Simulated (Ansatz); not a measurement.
# MoS2 (P6_3/mmc) in Ansatz: settings compared

One crystal, MoS2, is run at these levels: LDA, LDA+U; tasks: projected density of states.

Everything below comes from runs of Ansatz 0.2.0. Logs are shortened: lines on timing, memory, paths and dates and some standing lists are left out, and cuts for length are marked.

## 1. Starting point

It takes space group P6_3/mmc (No. 194, hexagonal). Conventional cell: a = 3.169 Å, b = 3.169 Å, c = 12.324 Å, α = 90.00°, β = 90.00°, γ = 120.00°. Mo (site symmetry -6m2) is surrounded by 6 S at 2.41 Å. S (site symmetry 3m) is surrounded by 3 Mo at 2.41 Å.

## 2. Projected density of states, LDA

The input, input.yaml:

```yaml
crystal:
  lattice:
    - [3.169, 0.0, 0.0]
    - [-1.5845, 2.7444345046, 0.0]
    - [0.0, 0.0, 12.324]
  atoms:
    - { symbol: Mo, position: [0.6666666667, 0.3333333333, 0.75] }
    - { symbol: Mo, position: [0.3333333333, 0.6666666667, 0.25] }
    - { symbol: S, position: [0.6666666667, 0.3333333333, 0.377] }
    - { symbol: S, position: [0.3333333333, 0.6666666667, 0.877] }
    - { symbol: S, position: [0.6666666667, 0.3333333333, 0.123] }
    - { symbol: S, position: [0.3333333333, 0.6666666667, 0.623] }
hamiltonian:
  xc: lda
  pseudopotentials: { kind: paw }
kpoints:
  mp_grid: { grid: [10, 10, 3] }
scf:
  occupations: { method: fermi_dirac, width: 0.05 }
  n_extra_bands: 15
output:
  forces: true
  stress: true
  eigenvalues: true
  dos: { projected: true, de: 0.05, nscf_kmesh: { grid: [15, 15, 5] } }
```

Potentials or basis: Ansatz PAW.

Command:

```
ansatz run input.yaml --threads 2 --pin off --max-ram 5632MiB --backend cpu --events-out ev --progress --plain --runs-dir out
```

Standard output:

```text
Warning: RAYON_NUM_THREADS=2 ignored (pool sized by the plan → 2); use --threads N
scf.n_extra_bands = 15 over 26 filled bands (N_el = 52.0): the run solves 41 bands
Engine: ansatz 0.2.0, aarch64-unknown-linux-gnu
Pseudopotentials: kind: paw
Pseudopotential: Mo, paw, valence charge 14, recommended cutoff 420 eV (normal), Mo.paw.azcp
Pseudopotential: S, paw, valence charge 6, recommended cutoff 420 eV (normal), S.paw.azcp
Functional definition: SPW92
  exchange = slater_x
  correlation = pw_c
Crystal: 6 atoms, lattice volume = 107.183 Å³
Basis set: ecut = 420 eV, 2081 PW (Γ)
Bands: 41, of which v1, the nominal top of the filled ones, is band 26 counted from 1 (25 counted from 0)
Symmetry: 24 space group operations
Space group: P63/mmc (ITA 194), of the structure as read, at distance tolerance 4.8e-5 Å
k-points: 28 of 300
Non-local potential: Mo, projectors of the file, l = 0: 3, l = 1: 2, l = 2: 2, l = 3: 1
Non-local potential: S, projectors of the file, l = 0: 2, l = 1: 2, l = 2: 2
PAW form: soft (Blöchl's): semilocal exchange-correlation on the pseudo side does not see the compensation charge
PAW frozen core: Mo, regenerated for the run's functional, and the local potential with it (the file was generated under x = pbe(κ = 0.804, μ = 0.2195149727645171), c = pbe(β = 0.06672455060314922))
PAW frozen core: S, regenerated for the run's functional, and the local potential with it (the file was generated under x = pbe(κ = 0.804, μ = 0.2195149727645171), c = pbe(β = 0.06672455060314922))
PAW one-centre angular grid: Mo, 590 points (default); XC on 64 Gauss nodes
PAW one-centre angular grid: S, 110 points (default); XC on 64 Gauss nodes
Initial density: superposition of atomic densities (neutral atoms: chi_scale 0, normalization atom), corrected by the library's trained network
Initial wavefunctions: pseudopotential atomic-orbital guess
Functional: x = slater, c = lda
SCF iter   1: F=—  HF=-13169.702319 eV  |F-HF|=—  |Δ(HF+E_count)|=         —  Δρ=7.53e-3  dr2=3.00e-2  ethr=1.77e-3  ⟨swp⟩=6.3  Hψ=5244  notcnv=0  defer=34
preconditioner: auto → Resta (q_TF=auto, 2.418 Å⁻¹)  ε∞=5.1  [insulator: Δε(μ)=0.846 eV  Ē_g=10.674 eV  σ=0.050 eV  W_gap=1.00  n_scr=26 (ndim 8)  ℏωp=21.5 eV  f_vac=0.016  D(μ)=0.00/eV (n_scr^D=0)  ε∞_Penn≈5.1]
SCF iter   2: F=—  HF=-13169.703026 eV  |F-HF|=—  |Δ(HF+E_count)|=   7.07e-4  Δρ=4.15e-3  dr2=7.39e-3  ethr=5.76e-5  ⟨swp⟩=1.8  Hψ=1657  notcnv=0  defer=91
SCF iter   3: F=—  HF=-13169.703360 eV  |F-HF|=—  |Δ(HF+E_count)|=   3.35e-4  Δρ=2.02e-3  dr2=2.64e-3  ethr=1.42e-5  ⟨swp⟩=1.9  Hψ=1174  notcnv=0  defer=91
SCF iter   4: F=—  HF=-13169.703311 eV  |F-HF|=—  |Δ(HF+E_count)|=   4.96e-5  Δρ=2.17e-4  dr2=1.62e-4  ethr=5.07e-6  ⟨swp⟩=2.4  Hψ=1276  notcnv=0  defer=91
SCF iter   5: F=—  HF=-13169.703301 eV  |F-HF|=—  |Δ(HF+E_count)|=   9.95e-6  Δρ=8.22e-5  dr2=1.36e-5  ethr=3.11e-7  ⟨swp⟩=2.0  Hψ=1340  notcnv=0  defer=91
SCF iter   6: F=—  HF=-13169.703303 eV  |F-HF|=—  |Δ(HF+E_count)|=   2.52e-6  Δρ=3.65e-5  dr2=3.58e-6  ethr=2.61e-8  ⟨swp⟩=2.1  Hψ=1430  notcnv=0  defer=91
SCF iter   7: F=-13169.703303 eV  HF=-13169.703303 eV  |F-HF|=1.53e-8  |Δ(HF+E_count)|=   4.70e-7  Δρ=3.83e-6  dr2=3.68e-8  ethr=1.92e-10  ⟨swp⟩=9.5  Hψ=5661  notcnv=0
SCF 1 converged in 7 iterations: F = -13169.703303 eV  dr2 = 3.68e-8
NSCF: frozen V_eff on 81 k-points
SCF converged after 7 iterations
Free energy (F): -13169.703303 eV
Harris-Foulkes:  -13169.703303 eV  (|F-HF|=1.53e-8)
Internal energy: -13169.703298 eV  (E = F + TS)
E sigma→0 (E₀):  -13169.703301 eV
Entropy (-TS):   -0.000005 eV (-0.001 meV/atom)
Fermi energy:    11.044673 eV
--- Per-component energies (eV) ---
  E_band       = -322.812809
  E_kinetic    = 1312.697303
  E_local      = -3939.038612  (includes V_loc(G=0)·N_el)
  E_nonlocal   = 412.297867
  E_hartree    = 1508.577767
  E_xc         = -751.284666
  E_vxc        = -810.098335  (∫ρ·V_xc dr)
  E_paw        = -8453.294989  (= ΣΔE_a)
  E_vpaw       = -315.837019  (= ΣTr[D̂ρ^β])
  E_aug_tail   = 0.000055  (compensation charges beyond the density's cutoff)
  E_ewald      = -3261.216446
  E_core_change = 1.558423  (= ΣΔE_core)
  E_smearing   = -0.000005  (= −TS)
  E_closure    = 0.000000  (closes the sum)
  Σ components = -13169.703303   (vs F -13169.703303, Δ=0.00e0)
--- Forces (eV/Å), atoms counted from 1 ---
  atom   1  Mo     0.00000000     0.00000000     0.00000000
  atom   2  Mo    -0.00000000    -0.00000000     0.00000000
  atom   3  S      0.00000000    -0.00000000    -0.48114509
  atom   4  S      0.00000000     0.00000000    -0.48114509
  atom   5  S      0.00000000    -0.00000000     0.48114509
  atom   6  S      0.00000000     0.00000000     0.48114509
  max |Σ_I F_I| component: 5.55e-17 eV/Å
--- Stress (GPa, compression-positive) ---
       -5.826352       0.000000       0.000000
        0.000000      -5.826352      -0.000000
        0.000000      -0.000000      -5.379049
  P = ⅓ Tr σ = -5.6773 GPa (-56.773 kbar)
--- Band table (eV; the first three rows and the last of 28) ---
  k-point 0: bands = ["-50.7152", "-50.7152", "-24.9292", "-24.9291", "-24.6945", "-24.6945", "-24.6945", "-24.6945", "-4.2505", "-3.9740", "-3.0273", "-2.5700", "3.7647", "4.8334", "7.1149", "7.3808", "7.3808", "7.3937", "7.3937", "8.4818", "8.4818", "8.5284", "8.5284", "9.4653", "9.5075", "10.6696", "12.7469", "12.7469", "12.7745", "12.7745", "12.9244", "12.9244", "13.0999", "13.0999", "16.0644", "16.2185", "18.5970", "19.0689", "19.1391", "20.4643", "20.4643"]
  k-point 1: bands = ["-50.7152", "-50.7152", "-24.9292", "-24.9291", "-24.6946", "-24.6946", "-24.6945", "-24.6945", "-4.1954", "-4.0615", "-2.8968", "-2.6725", "3.9765", "4.4874", "7.3840", "7.3840", "7.3904", "7.3904", "7.6076", "8.4934", "8.4934", "8.5167", "8.5167", "8.5591", "10.1732", "10.5538", "12.7485", "12.7485", "12.7598", "12.7598", "12.9758", "12.9758", "13.0610", "13.0610", "16.1092", "16.1858", "18.7216", "18.9907", "19.3413", "20.0460", "20.5603"]
  k-point 2: bands = ["-50.7114", "-50.7114", "-24.9217", "-24.9216", "-24.7331", "-24.7331", "-24.7033", "-24.7033", "-4.0986", "-3.8245", "-2.9546", "-2.5168", "3.9374", "5.0005", "6.8361", "7.0482", "7.0744", "7.5336", "7.5546", "7.9627", "8.2455", "8.2990", "8.6258", "9.4816", "9.6682", "10.3731", "12.5727", "12.6112", "12.6483", "12.7431", "12.8007", "12.9491", "12.9744", "13.0523", "16.7524", "16.8943", "19.0737", "19.1877", "19.7794", "20.1567", "20.5386"]
  k-point 27: bands = ["-50.6707", "-50.6707", "-25.0065", "-25.0064", "-24.9201", "-24.9201", "-24.8413", "-24.8413", "-1.9605", "-1.9382", "-1.8729", "-1.8511", "4.5469", "4.6262", "5.0277", "5.1072", "6.0717", "6.1218", "6.3235", "6.4091", "7.0237", "7.1910", "7.8629", "8.0595", "9.7866", "9.8693", "11.8013", "11.8388", "12.6792", "13.1230", "13.3837", "13.4318", "14.6450", "14.8384", "16.8689", "17.3273", "17.8885", "18.1857", "19.2867", "19.4215", "20.9524"]
```

Wall time 11 s (2 threads of Arm Neoverse V2, shared host); peak memory 0.43 GiB.

What came out:

* Free energy: -13169.7033 eV
* Pressure: -5.7 GPa
* Largest force: 0.481 eV/Å
* Band gap on the k mesh: 0.85 eV, indirect (least direct gap 1.86 eV)

Forces on the atoms (eV/Å):
```
Mo   0.000  0.000  0.000
Mo   0.000  0.000  0.000
S    0.000  0.000 -0.481
S    0.000  0.000 -0.481
S    0.000  0.000  0.481
S    0.000  0.000  0.481
```

Levels at points of the mesh, in eV from the valence-band top:
```csv
k point,band 24,band 25,band 26,band 27,band 28,band 29
"(0.00, 0.00, 0.00)",-1.20,-1.16,0.00,2.08,2.08,2.10
"(0.00, -0.50, 0.00)",-1.52,-1.42,-1.29,1.57,1.61,1.95
```

States per cell in windows of 1 eV (zero at the valence-band top; states under -8 eV left out):
| from (eV) | total | S 3p | Mo 4d | Mo 5s | S 3s | Mo 4p | Mo 4s |
| --- | --- | --- | --- | --- | --- | --- | --- |
| -8.0 | 0.00 | 0.00 | 0.00 | 0.00 | 0.00 | 0.00 | 0.00 |
| -7.0 | 2.32 | 1.47 | 0.66 | 0.09 | 0.05 | 0.01 | 0.01 |
| -6.0 | 4.09 | 2.61 | 1.25 | 0.08 | 0.10 | 0.02 | 0.01 |
| -5.0 | 5.07 | 3.09 | 1.42 | 0.14 | 0.31 | 0.03 | 0.01 |
| -4.0 | 5.04 | 2.94 | 1.88 | 0.03 | 0.10 | 0.02 | 0.00 |
| -3.0 | 5.74 | 3.89 | 1.56 | 0.02 | 0.15 | 0.03 | 0.00 |
| -2.0 | 4.88 | 2.38 | 2.28 | 0.04 | 0.07 | 0.02 | 0.00 |
| -1.0 | 0.87 | 0.31 | 0.52 | 0.00 | 0.02 | 0.00 | 0.00 |
| 0.0 | 0.10 | 0.04 | 0.05 | 0.00 | 0.00 | 0.00 | 0.00 |
| 1.0 | 6.18 | 1.85 | 3.95 | 0.07 | 0.11 | 0.00 | 0.00 |
| 2.0 | 5.82 | 2.25 | 3.08 | 0.04 | 0.16 | 0.00 | 0.00 |
| 3.0 | 3.42 | 1.53 | 1.56 | 0.00 | 0.15 | 0.00 | 0.00 |
| 4.0 | 0.48 | 0.19 | 0.23 | 0.00 | 0.04 | 0.00 | 0.00 |
| 5.0 | 0.81 | 0.05 | 0.03 | 0.27 | 0.03 | 0.00 | 0.01 |
| 6.0 | 1.99 | 0.15 | 0.05 | 0.49 | 0.09 | 0.00 | 0.01 |
| 7.0 | 3.75 | 0.22 | 0.08 | 0.59 | 0.15 | 0.00 | 0.01 |

Caveat: odd divisions of the mesh miss points on the zone boundary, where band edges often lie, so the gap on the mesh can be too wide; the PAW data sets come from PBE, with cores solved anew for the run's functional, which leaves a small shift of forces and pressure; the density of states is complete only up to the lowest level of the last band computed.

## 3. Projected density of states, LDA+U

input.yaml, as its differences from that of step 2:

```diff
@@ -15,2 +15,3 @@
   pseudopotentials: { kind: paw }
+  hubbard: { sites: [{ species: Mo, l: d, u_eff: 1.0 }] }
 kpoints:
```

Potentials or basis: Ansatz PAW.

Command:

```
ansatz run input.yaml --threads 2 --pin off --max-ram 5632MiB --backend cpu --events-out ev --progress --plain --runs-dir out
```

Standard output:

```text
Warning: RAYON_NUM_THREADS=2 ignored (pool sized by the plan → 2); use --threads N
Mo: projections on atomic orbitals take those of the free atom [Ar 3d10] 4s2 4p6 4d5 5s1, of charge +0.00 (hamiltonian.pseudopotentials.projection_atoms); the dataset's partial waves leave at most 6.0e-6 of an orbital's norm unspanned inside its sphere
S: projections on atomic orbitals take those of the free atom [Ne] 3s2 3p4, of charge +0.00 (hamiltonian.pseudopotentials.projection_atoms); the dataset's partial waves leave at most 1.6e-7 of an orbital's norm unspanned inside its sphere
scf.n_extra_bands = 15 over 26 filled bands (N_el = 52.0): the run solves 41 bands
[... 7 set-up lines as earlier in the session ...]
Crystal: 6 atoms, lattice volume = 107.183 Å³
Basis set: ecut = 420 eV, 2081 PW (Γ)
Bands: 41, of which v1, the nominal top of the filled ones, is band 26 counted from 1 (25 counted from 0)
[... 2 set-up lines as earlier in the session ...]
k-points: 28 of 300
[... 7 set-up lines as earlier in the session ...]
Initial density: superposition of atomic densities (chi_scale 0.1, normalization cell, long waves of neutral atoms under a Hubbard term (reshape's long-wave potential 0.07 eV rms, cloud 2.59 Å wide))
[... 2 set-up lines as earlier in the session ...]
SCF iter   1: F=—  HF=-13168.848165 eV  |F-HF|=—  |Δ(HF+E_count)|=         —  Δρ=6.17e-2  dr2=4.95e0  ethr=3.10e-3  ⟨swp⟩=6.5  Hψ=5345  notcnv=0  defer=12
preconditioner: auto → Resta (q_TF=auto, 2.418 Å⁻¹)  ε∞=4.8  [insulator: Δε(μ)=0.797 eV  Ē_g=11.007 eV  σ=0.050 eV  W_gap=1.00  n_scr=26 (ndim 8)  ℏωp=21.5 eV  f_vac=0.002  D(μ)=0.00/eV (n_scr^D=0)  ε∞_Penn≈4.8]
SCF iter   2: F=—  HF=-13167.580420 eV  |F-HF|=—  |Δ(HF+E_count)|=    1.27e0  Δρ=2.54e-2  dr2=1.66e0  ethr=3.10e-3  ⟨swp⟩=2.3  Hψ=2197  notcnv=0  defer=190
SCF iter   3: F=—  HF=-13167.302822 eV  |F-HF|=—  |Δ(HF+E_count)|=   2.78e-1  Δρ=1.53e-2  dr2=2.54e-1  ethr=3.10e-3  ⟨swp⟩=2.0  Hψ=1417  notcnv=0  defer=190
SCF iter   4: F=—  HF=-13167.225313 eV  |F-HF|=—  |Δ(HF+E_count)|=   7.75e-2  Δρ=3.14e-3  dr2=1.08e-2  ethr=4.88e-4  ⟨swp⟩=2.0  Hψ=1894  notcnv=0  defer=196
SCF iter   5: F=—  HF=-13167.223300 eV  |F-HF|=—  |Δ(HF+E_count)|=   2.01e-3  Δρ=5.10e-4  dr2=3.31e-4  ethr=2.07e-5  ⟨swp⟩=2.3  Hψ=1348  notcnv=0  defer=196
SCF iter   6: F=—  HF=-13167.223377 eV  |F-HF|=—  |Δ(HF+E_count)|=   7.79e-5  Δρ=1.21e-4  dr2=2.29e-5  ethr=6.36e-7  ⟨swp⟩=2.5  Hψ=1485  notcnv=0  defer=196
SCF iter   7: F=—  HF=-13167.223379 eV  |F-HF|=—  |Δ(HF+E_count)|=   1.96e-6  Δρ=1.84e-5  dr2=3.58e-7  ethr=4.40e-8  ⟨swp⟩=2.4  Hψ=1437  notcnv=0  defer=196
SCF iter   8: F=-13167.223380 eV  HF=-13167.223380 eV  |F-HF|=1.32e-8  |Δ(HF+E_count)|=   2.98e-7  Δρ=4.80e-6  dr2=3.38e-8  ethr=1.92e-10  ⟨swp⟩=11.6  Hψ=5738  notcnv=0
SCF 1 converged in 8 iterations: F = -13167.223380 eV  dr2 = 3.38e-8
NSCF: frozen V_eff on 81 k-points
SCF converged after 8 iterations
Free energy (F): -13167.223380 eV
Harris-Foulkes:  -13167.223380 eV  (|F-HF|=1.32e-8)
Internal energy: -13167.223376 eV  (E = F + TS)
E sigma→0 (E₀):  -13167.223378 eV
Entropy (-TS):   -0.000004 eV (-0.001 meV/atom)
Fermi energy:    11.012931 eV
--- Per-component energies (eV) ---
  E_band       = -322.868034
  E_kinetic    = 1312.737141
  E_local      = -3939.283797  (includes V_loc(G=0)·N_el)
  E_nonlocal   = 412.334565
  E_hartree    = 1508.763061
  E_xc         = -751.286789
  E_vxc        = -810.101232  (∫ρ·V_xc dr)
  E_hubbard    = 2.478759  (on-site DFT+U / exact-exchange correction)
  E_vhub       = -0.236672  (the Hubbard potential's part of the band-sum identity)
  E_paw        = -8453.308346  (= ΣΔE_a)
  E_vpaw       = -315.855058  (= ΣTr[D̂ρ^β])
  E_aug_tail   = 0.000055  (compensation charges beyond the density's cutoff)
  E_ewald      = -3261.216446
  E_core_change = 1.558423  (= ΣΔE_core)
  E_smearing   = -0.000004  (= −TS)
  E_closure    = -0.000000  (closes the sum)
  Σ components = -13167.223380   (vs F -13167.223380, Δ=0.00e0)
--- Forces (eV/Å), atoms counted from 1 ---
  atom   1  Mo     0.00000000     0.00000000     0.00000000
  atom   2  Mo     0.00000000    -0.00000000     0.00000000
  atom   3  S      0.00000000    -0.00000000    -0.48456051
  atom   4  S      0.00000000     0.00000000    -0.48456051
  atom   5  S      0.00000000    -0.00000000     0.48456051
  atom   6  S     -0.00000000     0.00000000     0.48456051
  max |Σ_I F_I| component: 4.63e-17 eV/Å
--- Stress (GPa, compression-positive) ---
       -5.842734      -0.000000      -0.000000
       -0.000000      -5.842734      -0.000000
        0.000000      -0.000000      -5.426230
  P = ⅓ Tr σ = -5.7039 GPa (-57.039 kbar)
--- Band table (eV; the first three rows and the last of 28) ---
  k-point 0: bands = ["-50.7061", "-50.7061", "-24.9179", "-24.9178", "-24.6869", "-24.6869", "-24.6869", "-24.6869", "-4.2510", "-3.9741", "-3.0282", "-2.5707", "3.7431", "4.8014", "7.1143", "7.3607", "7.3607", "7.3735", "7.3735", "8.4999", "8.4999", "8.5470", "8.5470", "9.4175", "9.5071", "10.6284", "12.7596", "12.7596", "12.7866", "12.7866", "12.9144", "12.9144", "13.0900", "13.0900", "16.0645", "16.2192", "18.5970", "19.0654", "19.1392", "20.4639", "20.4639"]
  k-point 1: bands = ["-50.7061", "-50.7061", "-24.9179", "-24.9178", "-24.6869", "-24.6869", "-24.6869", "-24.6869", "-4.1958", "-4.0617", "-2.8977", "-2.6733", "3.9538", "4.4605", "7.3639", "7.3639", "7.3702", "7.3702", "7.6004", "8.5116", "8.5116", "8.5352", "8.5352", "8.5427", "10.1414", "10.5151", "12.7606", "12.7606", "12.7712", "12.7712", "12.9667", "12.9667", "13.0515", "13.0515", "16.1096", "16.1864", "18.7216", "18.9908", "19.3384", "20.0442", "20.5600"]
  k-point 2: bands = ["-50.7022", "-50.7022", "-24.9104", "-24.9103", "-24.7255", "-24.7255", "-24.6957", "-24.6957", "-4.0991", "-3.8247", "-2.9548", "-2.5168", "3.9168", "4.9697", "6.8401", "7.0298", "7.0557", "7.5144", "7.5351", "7.9773", "8.2631", "8.3171", "8.6363", "9.4330", "9.6679", "10.3341", "12.5874", "12.5997", "12.6636", "12.7324", "12.7866", "12.9386", "12.9876", "13.0650", "16.7523", "16.8949", "19.0711", "19.1879", "19.7799", "20.1556", "20.5383"]
  k-point 27: bands = ["-50.6614", "-50.6614", "-24.9991", "-24.9991", "-24.9128", "-24.9128", "-24.8299", "-24.8299", "-1.9639", "-1.9408", "-1.8693", "-1.8468", "4.5594", "4.6391", "5.0165", "5.0958", "6.0633", "6.1120", "6.3184", "6.4037", "7.0225", "7.1902", "7.8695", "8.0638", "9.7607", "9.8436", "11.7476", "11.7856", "12.6927", "13.1265", "13.3774", "13.4153", "14.6638", "14.8569", "16.8695", "17.3279", "17.8890", "18.1865", "19.2865", "19.4216", "20.9531"]
Occupation matrices written to <dir>
```

It took 13 s on 2 threads of Arm Neoverse V2, shared host; peak memory 0.55 GiB.

What came out:

```yaml
Free_energy: -13167.2234 eV
Pressure: -5.7 GPa
Largest_force: 0.485 eV/Å
Band_gap_on_the_k_mesh: 0.87 eV, indirect (least direct gap 1.83 eV)
```

Forces on the atoms (eV/Å):
```
Mo   0.000  0.000  0.000
Mo   0.000  0.000  0.000
S    0.000  0.000 -0.485
S    0.000  0.000 -0.485
S    0.000  0.000  0.485
S    0.000  0.000  0.485
```

States per cell in windows of 0.5 eV (zero at the valence-band top; states under -8 eV left out):
```tsv
from (eV)	total	S 3p	Mo 4d	Mo 5s	S 3s	Mo 4p	Mo 4s
-8.0	0.00	0.00	0.00	0.00	0.00	0.00	0.00
-7.5	0.00	0.00	0.00	0.00	0.00	0.00	0.00
-7.0	0.25	0.16	0.06	0.01	0.01	0.00	0.00
-6.5	2.20	1.39	0.64	0.08	0.05	0.01	0.01
-6.0	2.81	1.75	0.89	0.06	0.06	0.02	0.01
-5.5	1.18	0.79	0.33	0.01	0.04	0.01	0.00
-5.0	2.45	1.51	0.66	0.07	0.15	0.02	0.01
-4.5	2.63	1.57	0.77	0.07	0.16	0.02	0.01
-4.0	3.26	1.94	1.17	0.02	0.07	0.01	0.00
-3.5	1.78	1.00	0.71	0.01	0.03	0.01	0.00
-3.0	3.00	1.86	0.99	0.01	0.08	0.01	0.00
-2.5	2.76	2.05	0.58	0.01	0.07	0.02	0.00
-2.0	2.35	1.46	0.78	0.02	0.04	0.01	0.00
-1.5	2.58	0.92	1.54	0.02	0.04	0.01	0.00
-1.0	0.65	0.24	0.38	0.00	0.01	0.00	0.00
-0.5	0.11	0.04	0.06	0.00	0.01	0.00	0.00
0.0	0.00	0.00	0.00	0.00	0.00	0.00	0.00
0.5	0.14	0.05	0.08	0.00	0.00	0.00	0.00
1.0	2.09	0.60	1.37	0.03	0.04	0.00	0.00
1.5	4.24	1.31	2.68	0.05	0.07	0.00	0.00
2.0	3.46	1.34	1.85	0.03	0.08	0.00	0.00
2.5	2.15	0.85	1.09	0.01	0.08	0.00	0.00
3.0	1.82	0.83	0.83	0.00	0.06	0.00	0.00
3.5	1.60	0.70	0.74	0.00	0.09	0.00	0.00
4.0	0.50	0.19	0.24	0.00	0.04	0.00	0.00
4.5	0.00	0.00	0.00	0.00	0.00	0.00	0.00
5.0	0.12	0.01	0.00	0.05	0.00	0.00	0.00
5.5	0.70	0.05	0.02	0.22	0.03	0.00	0.01
6.0	0.90	0.07	0.03	0.23	0.04	0.00	0.01
6.5	1.10	0.08	0.03	0.25	0.05	0.00	0.01
7.0	1.74	0.12	0.04	0.33	0.09	0.00	0.01
7.5	2.02	0.10	0.04	0.25	0.05	0.00	0.00
```

Eigenvalues of the final occupation matrices:
```tsv
site	spin	trace	eigenvalues
site 1	1	2.60	0.47 0.47 0.53 0.53 0.58
site 2	1	2.60	0.47 0.47 0.53 0.53 0.58
```

Caveat: odd divisions of the mesh miss points on the zone boundary, where band edges often lie, so the gap on the mesh can be too wide; the PAW data sets come from PBE, with cores solved anew for the run's functional, which leaves a small shift of forces and pressure; the density of states is complete only up to the lowest level of the last band computed.

(Continued in part 2 of 2.)
